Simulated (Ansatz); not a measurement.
# SiO₂: do the settings matter for the field gradients?

This input was run with Ansatz:

```yaml
crystal:
  lattice:
    - [4.682, 0.0, 0.0]
    - [0.0, 4.682, 0.0]
    - [0.0, 0.0, 6.311]
  atoms:
    - { symbol: Si, position: [0.3316, 0.3316, 0.0] }
    - { symbol: Si, position: [0.1684, 0.8316, 0.25] }
    - { symbol: Si, position: [0.6684, 0.6684, 0.5] }
    - { symbol: Si, position: [0.8316, 0.1684, 0.75] }
    - { symbol: O, position: [0.2297, 0.1648, 0.2119] }
    - { symbol: O, position: [0.3352, 0.7297, 0.4619] }
    - { symbol: O, position: [0.7703, 0.8352, 0.7119] }
    - { symbol: O, position: [0.6648, 0.2703, 0.9619] }
    - { symbol: O, position: [0.7297, 0.3352, 0.5381] }
    - { symbol: O, position: [0.8352, 0.7703, 0.2881] }
    - { symbol: O, position: [0.2703, 0.6648, 0.0381] }
    - { symbol: O, position: [0.1648, 0.2297, 0.7881] }
kpoints:
  mp_grid: { grid: [2, 2, 1] }
scf:
  occupations: { method: tetrahedron }
hamiltonian:
  xc: pbe
  pseudopotentials: { kind: paw, frozen_core: stored }
output:
  forces: true
  stress: true
  populations: true
  efg: { quadrupole_moments_barn: { O: -0.02558 } }
total_charge: -1
```

```sh
ansatz run input.yaml --threads 1 --pin off --max-ram 3072MiB --backend cpu --events-out ev --progress --plain --runs-dir out
```

It converged. Of its output the block on the nuclei alone is shown, without the SCF iterations, energies, forces and stress (one atom of each set):

```
--- PAW observables at the nuclei: V_zz in 10²¹ V/m², potentials from the cell's mean, atoms counted from 1 ---
  atom   1  Si V_zz =    -1.015666   η = 0.1111   by run symmetry: allowed
            electrostatic potential = -1356.487486 V   contact ρ = none
  atom   5  O  V_zz =    +8.140045   η = 0.3245   by run symmetry: allowed   C_q = -5.0348 MHz
            electrostatic potential = -620.727633 V   contact ρ = none
```

**Question.** Can these gradients be trusted, and how do they compare with a run on standard settings?

**Answer.** Not as converged values. Against the standard input the change is `total_charge`: not typed → -1; `scf.occupations.width`: 0.02 → not typed; `scf.occupations.method`: fermi_dirac → tetrahedron; `kpoints.mp_grid.grid`: [5, 5, 4] → [2, 2, 1]. A site carries the number of its first atom; V_zz in 10²¹ V/m².

| site | V_zz standard | η standard | V_zz here | η here |
| --- | --- | --- | --- | --- |
| Si | -1.03 | 0.23 | -1.02 | 0.11 |
| O | 8.34 | 0.41 | 8.14 | 0.32 |

The largest change of V_zz is on O, from 8.34 to 8.14. In per cent, |V_zz| changes by -2 on O (all sites that start above 2). On Si V_xx and V_yy change places (or their axes turn by over 50°), so the two values of η hide a larger change. The changed cell holds a charge of -1 on a uniform background, so it isn't the neutral crystal. It has an odd number of electrons and no spin polarisation, so the extra carrier is shared by both spins and spread out, where a real one carries spin and can localise. At these positions the changed run has forces up to 0.7 eV/Å, so its atoms aren't at their own equilibrium. The gap no longer holds the Fermi energy in the changed run, so its gradients also hang on the k-mesh and the smearing. SCF iterations: 6 and 8. New warnings: band table not solved further, tetrahedron derivatives may miss energy slope. In the changed run the k-mesh is coarser than the standard one, so its values aren't converged ones.

On the reference run: At this cell the PBE pressure is 12 GPa, so with PBE the cell would grow if it were relaxed. The entry's cell may itself be off. The largest force is 0.5 eV/Å, so the atoms aren't at the calculated equilibrium and relaxing them would move these values. The cell is 19 % smaller than that of α-cristobalite at ambient conditions, so the entry probably stands for a crystal under pressure.
